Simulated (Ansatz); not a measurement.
Basis-set extrapolation for tert-butanol (PBE0-D4/def2-TZVP geometry, frozen core, the Gaussian-basis code of Ansatz). Multiplicity 1, RHF reference.

|  | def2-TZVPP | def2-QZVPP |
| --- | --- | --- |
| HF | -232.253893 | -232.265054 |
| MP2 correlation | -0.952905 | -1.016852 |
| CCSD(T) correlation | -1.038795 | not run |

Energies in hartree. Use E(X) = E(∞) + A·exp(−7.88·√X) for Hartree–Fock and E(X) = E(∞) + B·X^(−2.97) for correlation, with X = 3 and 4, and add CCSD(T) minus MP2 of the smaller set to the MP2 limit.

Task: What is the CCSD(T) energy at the basis-set limit?

Result: HF limit: -232.265054 + (-0.011161) × 0.13774 = -232.26659. MP2 limit: -1.016852 + (-0.063947) × 0.74074 = -1.06422. Higher-order term: -1.038795 − (-0.952905) = -0.08589. Total: -233.41670 hartree, 77.8 kcal/mol below CCSD(T)/def2-TZVPP.
